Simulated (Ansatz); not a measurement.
# HgTe (Coloradoite): how the settings move a single-point run

Aim: see which settings change the result for HgTe (Coloradoite), by how much, and at what cost.

Method: reference: DFT, PBE, plane waves, PAW, in Ansatz 0.2.0.

2 further runs of the same task are left out: 2 that didn't finish.

## 1. The system as given

Symmetry: F-43m, No. 216, cubic system. The conventional cell has a = 6.578 Å, b = 6.578 Å, c = 6.578 Å, α = 90.00°, β = 90.00°, γ = 90.00°. Around Hg (site symmetry -43m) lie 4 Te at 2.85 Å. Te (site symmetry -43m) has 4 Hg at 2.85 Å as nearest neighbours.

Coordinates:

```cif
data_structure
_symmetry_space_group_name_H-M 'P 1'
_symmetry_Int_Tables_number 1
_cell_length_a 4.6516
_cell_length_b 4.6516
_cell_length_c 4.6516
_cell_angle_alpha 60.000
_cell_angle_beta 60.000
_cell_angle_gamma 60.000
_cell_volume 71.17
loop_
_atom_site_label
_atom_site_type_symbol
_atom_site_fract_x
_atom_site_fract_y
_atom_site_fract_z
_atom_site_occupancy
Hg1 Hg 0.00000 0.00000 0.00000 1
Te1 Te 0.25000 0.25000 0.25000 1
```

## 2. Baseline

input.yaml

```yaml
crystal:
  lattice:
    - [0.0, 3.2891972858, 3.2891972858]
    - [3.2891972858, 0.0, 3.2891972858]
    - [3.2891972858, 3.2891972858, 0.0]
  atoms:
    - { symbol: Hg, position: [0.0, 0.0, 0.0] }
    - { symbol: Te, position: [0.25, 0.25, 0.25] }
kpoints:
  mp_grid: { grid: [4, 4, 4] }
hamiltonian:
  xc: pbe
scf:
  occupations: { method: fermi_dirac, width: 0.02 }
  n_extra_bands: 4
output:
  forces: true
  stress: true
  eigenvalues: true
  write_density: true
  write_potential: true
  elf: true
  volumetric_format: npy
```

Run with:

```
$ ansatz run input.yaml --threads 4 --pin off --max-ram 3686MiB --backend cpu --events-out ev --progress --plain --runs-dir out
```

## 3. Variant: dispersion d3bj

input.yaml, as its differences from that of step 2:

```diff
@@ -12,2 +12,3 @@
   xc: pbe
+  dispersion: d3bj
 scf:
@@ -19,5 +20 @@
   eigenvalues: true
-  write_density: true
-  write_potential: true
-  elf: true
-  volumetric_format: npy
```

## 4. A further run, with the input changed

input.yaml, as its differences from that of step 2:

```diff
@@ -15,2 +15,3 @@
   n_extra_bands: 4
+  max_iter: 98
 output:
@@ -19,5 +20,4 @@
   eigenvalues: true
-  write_density: true
-  write_potential: true
-  elf: true
-  volumetric_format: npy
+magnetization:
+  spin_polarized: true
+  initial_magnetization: 2.0
```

## 6. Variant: ecutrho_ratio 12

input.yaml, as its differences from that of step 2:

```diff
@@ -15,2 +15,3 @@
   n_extra_bands: 4
+  max_iter: 63
 output:
@@ -19,5 +20,3 @@
   eigenvalues: true
-  write_density: true
-  write_potential: true
-  elf: true
-  volumetric_format: npy
+basis:
+  ecutrho_ratio: 12
```

## 7. Variant: ecutwfc 600

input.yaml, as its differences from that of step 2:

```diff
@@ -19,5 +19,3 @@
   eigenvalues: true
-  write_density: true
-  write_potential: true
-  elf: true
-  volumetric_format: npy
+basis:
+  ecutwfc: 600
```

## 8. Changed: occupations.method cold, occupations.width 0.5

input.yaml, as its differences from that of step 2:

```diff
@@ -13,3 +13,3 @@
 scf:
-  occupations: { method: fermi_dirac, width: 0.02 }
+  occupations: { method: cold, width: 0.5 }
   n_extra_bands: 4
@@ -19,5 +19 @@
   eigenvalues: true
-  write_density: true
-  write_potential: true
-  elf: true
-  volumetric_format: npy
```

## 9. Variant: ecutwfc 350

input.yaml, as its differences from that of step 2:

```diff
@@ -19,5 +19,3 @@
   eigenvalues: true
-  write_density: true
-  write_potential: true
-  elf: true
-  volumetric_format: npy
+basis:
+  ecutwfc: 350
```

(Steps that only read results are left out.)

Q: Predict the outcome of this session. Wanted: for each run, ending; energy change; pressure; gap; force.

**Answer**, as computed:

| run | ending | energy change | pressure (GPa) | gap (eV) | force (eV/Å) | cycles | time |
| --- | --- | --- | --- | --- | --- | --- | --- |
| reference | converged | 0 | 1.6 | 0.00 | 0.00 | 6 | 1.1 s |
| 1: dispersion d3bj | converged | -338.8 meV/atom (offset of the dispersion model) | -0.2 | 0.00 | 0.00 | 6 | 0.82 s |
| 2: spin_polarized true, initial_magnetization 2.0 | converged | 0.0 meV/atom | 1.6 | 0.00 | 0.00 | 16 | 2.5 s |
| 3: ecutrho_ratio 12 | converged | 0.0 meV/atom | 1.6 | 0.00 | 0.00 | 6 | 1.1 s |
| 4: ecutwfc 600 | converged | -1.6 meV/atom | 1.6 | 0.00 | 0.00 | 6 | 1.1 s |
| 5: occupations.method cold, occupations.width 0.5 | converged | +0.3 meV/atom (σ→0) | 1.4 | 0.00 | 0.00 | 5 | 0.79 s |
| 6: ecutwfc 350 | converged | +3.5 meV/atom | 1.6 | 0.00 | 0.00 | 6 | 0.67 s |

Times don't compare one to one where runs were asked for different outputs or read a saved state (see the inputs); cycles may leave out searches for a lower state.

Residual by cycle in the longest SCF loop of each run; runs are numbered as in the table. The quantity is the density residual dr2, in eV.

| cycle | reference | run 1 | run 2 | run 3 | run 4 | run 5 | run 6 |
| --- | --- | --- | --- | --- | --- | --- | --- |
| 1 | 2.6e-4 | 2.6e-4 | 0.508 | 2.6e-4 | 2.7e-4 | 4.1e-4 | 2.4e-4 |
| 2 | 7.6e-5 | 7.6e-5 | 0.461 | 7.5e-5 | 7.1e-5 | 8.6e-5 | 6.2e-5 |
| 4 | 5.8e-7 | 5.8e-7 | 0.0126 | 5.9e-7 | 6.4e-7 | 9.4e-7 | 5.8e-7 |
| 5 | 9.3e-8 | 9.3e-8 | 6.2e-4 | 9.4e-8 | 7.5e-8 | 5.7e-8 | 8.2e-8 |
| 6 | 1.7e-8 | 1.7e-8 | 4.3e-5 | 1.7e-8 | 9.8e-9 | - | 1.2e-8 |
| 8 | - | - | 6.7e-7 | - | - | - | - |
| 9 | - | - | 3.7e-7 | - | - | - | - |
| 11 | - | - | 1.2e-6 | - | - | - | - |
| 12 | - | - | 1.0e-5 | - | - | - | - |
| 13 | - | - | 1.4e-8 | - | - | - | - |
| 15 | - | - | 7.3e-12 | - | - | - | - |
| 16 | - | - | 1.5e-13 | - | - | - | - |

**Reading.** Semilocal functionals close small gaps, so the missing gap need not be the real solid's. Run 6 ran under the cutoff that the potentials recommend, as the log warns, so basis error is mixed into its values. Of the variants the dearest is «spin_polarized true, initial_magnetization 2.0» (2.5 s), the cheapest «ecutwfc 350» (0.67 s), on a shared host.
